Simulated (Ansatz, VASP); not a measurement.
# ZrAl35N36 (Zr_Al) in two plane-wave programs

Wanted: the spread between two codes on one cell, functional and k mesh. The structure shown is the start of the Ansatz relaxation below; VASP solves that cell, so the two are compared at the walk's first step.

Calculated with Ansatz 0.2.0; plane waves, with VASP 6.6.1 beside it; single point at r2SCAN.

## 1. Starting point

The cell holds 72 atoms: 35 Al, 36 N and 1 Zr. Cell: a = 9.320 Å, b = 9.320 Å, c = 9.956 Å, α = 90.0°, β = 90.0°, γ = 120.0°. It derives from AlN (AlN (P6_3mc)). Nearest the centre at fractional (0.444, 0.556, 0.500): Zr72 at 0.05 Å, N56 at 1.87 Å, N55 at 1.88 Å, N52 at 1.92 Å, N40 at 1.94 Å, Al18 at 3.03 Å, Al7 at 3.05 Å, Al17 at 3.07 Å.

Structure file:

```xyz
72
Lattice="9.3196 0.0000 0.0000 -4.6598 8.0710 0.0000 0.0000 0.0000 9.9565" Properties=species:S:1:pos:R:3 pbc="T T T"
Al    1.5246    0.9359    2.4973
Al    0.0459    1.7829    4.9576
Al    1.5309    0.9141    7.4221
Al   -0.0273    1.8221    9.9218
Al    0.0243    3.5947    2.4421
Al   -1.5642    4.4771    5.0226
Al   -0.0042    3.6357    7.4526
Al   -1.5568    4.4647    0.0421
Al   -1.5362    6.2562    2.4432
Al   -3.1002    7.2080    5.0106
Al   -1.5497    6.2349    7.4373
Al   -3.1476    7.1758    9.9240
Al    4.6964    0.9255    2.5034
Al    3.1435    1.8239    4.9887
Al    4.6235    0.9254    7.4442
Al    3.1461    1.7644    9.9434
Al    3.1476    3.5915    2.5133
Al    3.1065    3.6287    7.4356
Al    1.5083    4.4736    0.0153
Al    1.5997    6.2808    2.4669
Al   -0.0026    7.1944    5.0199
Al    1.5073    6.2970    7.4603
Al   -0.0070    7.1798    9.9033
Al    7.7728    0.8534    2.4611
Al    6.2118    1.8168    5.0185
Al    7.7595    0.8727    7.5067
Al    6.1881    1.8364    0.0027
Al    6.2270    3.5401    2.4753
Al    4.6775    4.4603    5.0147
Al    6.2135    3.5455    7.4357
Al    4.6804    4.4389    9.9457
Al    4.6853    6.2558    2.5223
Al    3.1148    7.2096    4.9399
Al    4.7052    6.2849    7.4438
Al    3.1480    7.1688    0.0235
N     1.5264    0.9000    4.4268
N     0.0443    1.8167    1.8959
N     1.5320    0.8522    9.3552
N    -0.0281    1.7556    6.8903
N    -0.0473    3.5759    4.3730
N    -1.5207    4.4775    1.8583
N    -0.0345    3.5727    9.3962
N    -1.5521    4.5164    6.9119
N    -1.5812    6.3188    4.3880
N    -3.1024    7.1303    1.8721
N    -1.5525    6.2274    9.3635
N    -3.0675    7.1502    6.8540
N     4.6824    0.8873    4.3413
N     3.0715    1.7600    1.8836
N     4.7008    0.8760    9.3434
N     3.1047    1.8435    6.8737
N     3.1514    3.6089    4.3822
N     1.5391    4.4708    1.8496
N     3.1022    3.5444    9.3375
N     1.5905    4.5115    6.8553
N     1.5799    6.2467    4.3557
N    -0.0037    7.1459    1.9367
N     1.5799    6.2957    9.4012
N     0.0104    7.1650    6.8259
N     7.7642    0.9224    4.4277
N     6.2060    1.7473    1.9132
N     7.8115    0.9178    9.3591
N     6.1897    1.7950    6.9181
N     6.1759    3.5537    4.3880
N     4.6155    4.4668    1.9115
N     6.2497    3.6156    9.3816
N     4.6219    4.4798    6.8416
N     4.6910    6.3098    4.3630
N     3.0761    7.1585    1.9322
N     4.7083    6.2786    9.3751
N     3.0828    7.2164    6.8614
Zr    1.5977    4.4856    4.9971
```

## 2. Ansatz: relaxation, r2SCAN

Ansatz runs on its PAW soft_1 files.

The two programs are compared at the cell with which this relaxation starts, whose forces are those of its first step.

input.yaml reads:

```yaml
crystal:
  lattice:
    - [3.10652185, 3.0e-08, 0.0]
    - [-1.55326095, 2.69032682, 0.0]
    - [0.0, 0.0, 4.97823886]
  atoms:
    - { symbol: Al, position: [0.66666667, 0.33333333, 0.49920333] }
    - { symbol: Al, position: [0.33333333, 0.66666667, 0.99920333] }
    - { symbol: "N", position: [0.66666667, 0.33333333, 0.88079667] }
    - { symbol: "N", position: [0.33333333, 0.66666667, 0.38079667] }
  supercell: [3, 3, 2]
  defects: [{ substitution: { at: 33, symbol: Zr } }]
basis:
  ecutwfc: 500
  xc_grid: 2
hamiltonian:
  xc: r2scan
  pseudopotentials: { kind: paw, azcp: { folder: soft_1 } }
kpoints:
  mp_grid: { grid: [1, 1, 1], shift: [0.25, 0.25, 0.25] }
magnetization:
  spin_polarized: true
  initial_magnetization: 1
  spin_locking: { lock_magnetization: hard }
scf:
  occupations: { method: fixed }
  max_iter: 80
output:
  forces: true
  charged_corrections: { epsilon: [4.49, 4.49, 4.72], static_epsilon: [8.15, 8.15, 9.65] }
relax:
  f_tol: 0.02
  max_steps: 80
  random_displacement: { amplitude: 0.05, seed: 5466 }
checkpoint:
  write: "../q0_M1.relax.run"
  compress: false
  write_wavefunctions: true
  write_every: 100000
```

Run with:

```bash
> ansatz run input.yaml --threads 4 --pin off --max-ram 7536MiB --backend cpu --events-out ev --progress --plain --runs-dir out
```

Numbers of over 12 decimals in the logs are rounded to 6 here.

The program printed:

```text
Warning: This run holds its total moment fixed (magnetization.spin_locking.lock_magnetization: hard) and mixes its density by anderson or broyden (scf.mixing.algorithm, typed or taken by auto). Slabs with a fixed moment have converged under broyden above another state at the same moment, at the default mixing steps and at smaller ones, and under scf.lower_state_search: standard, light or off a state that such a mixer [...]
Engine: ansatz 0.2.0, aarch64-unknown-linux-gnu
Pseudopotentials: kind: paw
Pseudopotential: Al, paw, valence charge 3, recommended cutoff 500 eV (meta_gga), soft_1/Al.paw.azcp
Pseudopotential: N, paw, valence charge 5, recommended cutoff 500 eV (meta_gga), soft_1/N.paw.azcp
Pseudopotential: Zr, paw, valence charge 12, recommended cutoff 500 eV (meta_gga), soft_1/Zr.paw.azcp
Functional definition: r2SCAN
  parameter k0 = 0.174
  parameter k1 = 0.065
  parameter a1 = 4.9479
  exchange = r2scan_x(k0 = k0, k1 = k1, a1 = a1)
  correlation = r2scan_c
Crystal: 72 atoms, lattice volume = 748.907 Å³
Basis set: ecut = 500 eV, 18913 PW (Γ), exchange–correlation on 144×144×150 points (8 copies of the dense FFT grid, shifted against one another)
Bands: 221, of which v1, the nominal top of the filled ones, is band 149 counted from 1 (148 counted from 0)
Symmetry: 1 space group operations
k-points: 1
Non-local potential: Al, projectors of the file, l = 0: 2, l = 1: 2, l = 2: 1
Non-local potential: N, projectors of the file, l = 0: 2, l = 1: 2, l = 2: 1
Non-local potential: Zr, projectors of the file, l = 0: 3, l = 1: 2, l = 2: 2, l = 3: 1
PAW form: soft (Blöchl's): semilocal exchange-correlation on the pseudo side does not see the compensation charge
PAW frozen core: Al, regenerated for the run's functional (the file was generated under x = pbe(κ = 0.804, μ = 0.219515), c = pbe(β = 0.066725))
PAW frozen core: N, regenerated for the run's functional (the file was generated under x = pbe(κ = 0.804, μ = 0.219515), c = pbe(β = 0.066725))
PAW frozen core: Zr, regenerated for the run's functional (the file was generated under x = pbe(κ = 0.804, μ = 0.219515), c = pbe(β = 0.066725))
PAW one-centre angular grid: Al, 302 points (default); XC on 160 Gauss nodes
PAW one-centre angular grid: N, 302 points (default); XC on 160 Gauss nodes
PAW one-centre angular grid: Zr, 590 points (default); XC on 160 Gauss nodes
Initial density: superposition of atomic densities (chi_scale 0.1, normalization cell, long waves kept (reshape's long-wave potential 0.31 eV rms))
Starting moments: Σ|m| = 1 μB on 72 of 72 sites
Initial wavefunctions: pseudopotential atomic-orbital guess
Functional: x = r2scan, c = r2scan; τ floored in thin density (d = 2e-4 eV/Å³)
SCF iter   1: F=—  HF=-37113.906316 eV  |F-HF|=—  |Δ(HF+E_count)|=         —  Δρ=6.79e-2 (↑6.79e-2 ↓6.72e-2)  dr2=1.78e2  dr2_τ=4.99e0  dr2_m=2.39e-1  M=1.000 μB ∫|m|=1.015 μB  β_m=1.20  ethr=3.10e-3  ⟨swp⟩=4.0  Hψ=1427  notcnv=0  defer=135
preconditioner: auto → Resta (q_TF=auto, 2.339 Å⁻¹)  ε∞=3.4  [insulator: Δε(μ)=0.025 eV  Ē_g=14.973 eV  n_scr=162 (ndim 8)  ℏωp=23.1 eV  f_vac=0.000  ε∞_Penn≈3.4]
spin=Collinear: Resta preconditioning applied to the charge; magnetization (m = ρ↑ − ρ↓) channel mixes plain (no charge-response kernel on spin).
SCF iter   2: F=—  HF=-37078.733710 eV  |F-HF|=—  |Δ(HF+E_count)|=    3.52e1  Δρ=3.59e-2 (↑3.55e-2 ↓3.59e-2)  dr2=5.23e1  dr2_τ=3.65e-1  dr2_m=6.65e-3  M=1.000 μB ∫|m|=1.093 μB  β_m=1.20  ethr=3.10e-3  ⟨swp⟩=3.0  Hψ=774  notcnv=0  defer=137  κ⁻¹=1.0e0(r=1)
SCF iter   3: F=—  HF=-37072.487238 eV  |F-HF|=—  |Δ(HF+E_count)|=    6.25e0  Δρ=1.75e-2 (↑1.75e-2 ↓1.75e-2)  dr2=5.80e0  dr2_τ=6.79e-2  dr2_m=1.75e-2  M=1.000 μB ∫|m|=1.091 μB  β_m=1.20  ethr=3.10e-3  ⟨swp⟩=4.0  Hψ=1094  notcnv=0  defer=137  κ⁻¹=7.1e-2(r=2)
SCF iter   4: F=—  HF=-37073.301946 eV  |F-HF|=—  |Δ(HF+E_count)|=   8.15e-1  Δρ=1.26e-2 (↑1.26e-2 ↓1.19e-2)  dr2=2.38e0  dr2_τ=3.41e-2  dr2_m=2.82e-2  M=1.000 μB ∫|m|=1.106 μB  β_m=1.20  ethr=1.95e-3  ⟨swp⟩=2.5  Hψ=542  notcnv=0  defer=136  κ⁻¹=9.1e-3(r=3)
SCF iter   5: F=—  HF=-37073.441538 eV  |F-HF|=—  |Δ(HF+E_count)|=   1.40e-1  Δρ=6.56e-3 (↑6.27e-3 ↓6.56e-3)  dr2=8.03e-1  dr2_τ=1.08e-2  dr2_m=9.32e-3  M=1.000 μB ∫|m|=1.166 μB  β_m=1.20  ethr=8.00e-4  ⟨swp⟩=3.0  Hψ=698  notcnv=0  defer=139  κ⁻¹=4.4e-3(r=4)
[...]
k-point 0 ↓: bands = [... 145 lower, 6.8542, 6.9347, 6.9958, 12.2889, 12.3880, 12.5918, 12.8515, 13.0800, ... 68 higher]
--- Relaxed structure (9 steps of the walk, 8 accepted, 0 SCFs on fresh bases) ---
  F+E_penalty+E_count = -37078.07121092 eV   max|allowed force component| = 1.716e-2 eV/Å
  atoms:
    - { symbol: Al, position: [0.222095, 0.110641, 0.249864] }
    - { symbol: Al, position: [0.106569, 0.219421, 0.501577] }
    - { symbol: N, position: [0.222251, 0.111982, 0.441005] }
    - { symbol: N, position: [0.110507, 0.220042, 0.189986] }
    - { symbol: Al, position: [0.222257, 0.110988, 0.749529] }
    - { symbol: Al, position: [0.110559, 0.220909, 1.000289] }
    - { symbol: N, position: [0.221714, 0.110655, 0.939659] }
    - { symbol: N, position: [0.111256, 0.221892, 0.691825] }
    - { symbol: Al, position: [0.215574, 0.441071, 0.248124] }
    - { symbol: Al, position: [0.106555, 0.554286, 0.501566] }
    - { symbol: N, position: [0.199927, 0.434153, 0.436967] }
    - { symbol: N, position: [0.110477, 0.556411, 0.189652] }
    - { symbol: Al, position: [0.221130, 0.443337, 0.753143] }
    - { symbol: Al, position: [0.110593, 0.555898, 1.000067] }
    - { symbol: N, position: [0.221220, 0.443930, 0.944766] }
    - { symbol: N, position: [0.111332, 0.554906, 0.691883] }
    - { symbol: Al, position: [0.221897, 0.777791, 0.249739] }
    - { symbol: Al, position: [0.110568, 0.888844, 0.499309] }
    - { symbol: N, position: [0.221807, 0.777659, 0.440915] }
    - { symbol: N, position: [0.111464, 0.888779, 0.190267] }
    - { symbol: Al, position: [0.222354, 0.777381, 0.749392] }
    - { symbol: Al, position: [0.111469, 0.888847, 0.999775] }
    - { symbol: N, position: [0.221639, 0.777776, 0.939476] }
    - { symbol: N, position: [0.111660, 0.888629, 0.689669] }
    - { symbol: Al, position: [0.555282, 0.110549, 0.249871] }
    - { symbol: Al, position: [0.444168, 0.216149, 0.500496] }
    - { symbol: N, position: [0.555770, 0.111050, 0.440104] }
    - { symbol: N, position: [0.442826, 0.218019, 0.187391] }
    - { symbol: Al, position: [0.556904, 0.111108, 0.749391] }
    - { symbol: Al, position: [0.443560, 0.219620, 0.998442] }
    - { symbol: N, position: [0.556475, 0.111446, 0.939177] }
    - { symbol: N, position: [0.445540, 0.222584, 0.690942] }
    - { symbol: Al, position: [0.559620, 0.439352, 0.241165] }
    - { symbol: Zr, position: [0.458527, 0.560693, 0.482767] }
    - { symbol: N, position: [0.567362, 0.428276, 0.429105] }
    - { symbol: N, position: [0.445197, 0.555324, 0.198877] }
    - { symbol: Al, position: [0.556822, 0.444961, 0.754074] }
    - { symbol: Al, position: [0.444067, 0.555090, 1.001694] }
    - { symbol: N, position: [0.555865, 0.443845, 0.944919] }
    - { symbol: N, position: [0.442936, 0.553526, 0.703491] }
    - { symbol: Al, position: [0.559340, 0.786254, 0.241593] }
    - { symbol: Al, position: [0.444121, 0.893586, 0.500069] }
    - { symbol: N, position: [0.566253, 0.804967, 0.428779] }
    - { symbol: N, position: [0.442498, 0.890250, 0.187169] }
    - { symbol: Al, position: [0.556866, 0.776905, 0.753200] }
    - { symbol: Al, position: [0.443483, 0.889739, 0.998263] }
    - { symbol: N, position: [0.555699, 0.778344, 0.944551] }
    - { symbol: N, position: [0.445486, 0.887834, 0.690681] }
    - { symbol: Al, position: [0.888982, 0.110218, 0.251423] }
[...]
- { symbol: Al, position: [0.889118, 0.444845, 0.251150] }
    - { symbol: Al, position: [0.780339, 0.556589, 0.502926] }
    - { symbol: N, position: [0.887903, 0.445098, 0.441241] }
    - { symbol: N, position: [0.781280, 0.556677, 0.187677] }
    - { symbol: Al, position: [0.889285, 0.443239, 0.750813] }
    - { symbol: Al, position: [0.780249, 0.556209, 0.998683] }
    - { symbol: N, position: [0.889035, 0.443519, 0.940636] }
    - { symbol: N, position: [0.778928, 0.554537, 0.693437] }
    - { symbol: Al, position: [0.889208, 0.777805, 0.248951] }
    - { symbol: Al, position: [0.778476, 0.889005, 0.503048] }
    - { symbol: N, position: [0.888818, 0.777906, 0.439346] }
    - { symbol: N, position: [0.780989, 0.890171, 0.187718] }
    - { symbol: Al, position: [0.889462, 0.777822, 0.750209] }
    - { symbol: Al, position: [0.779978, 0.890069, 0.998626] }
    - { symbol: N, position: [0.889763, 0.778192, 0.939993] }
    - { symbol: N, position: [0.779214, 0.890193, 0.693649] }
```

In the SCF lines HF is the Harris–Foulkes energy and dr2 the Hartree energy of the density residual, in eV; the loop may stop once dr2 is under the threshold and the program's other checks hold. Hψ counts applications of the Hamiltonian.

[end of part 1 of 2]

[Lines on the potential files, build, host, timing and source positions are cut from VASP's logs without a mark.]

[Logs are printed without paths, hosts, clocks, repeated set-up lines and the standing remarks that a program may print on its own settings, such as how far it seeks lower states.]

[Hosts, paths, dates, database ids (printed as entryN), source tags and the programs' standing remarks are cut or masked in the printed files.]
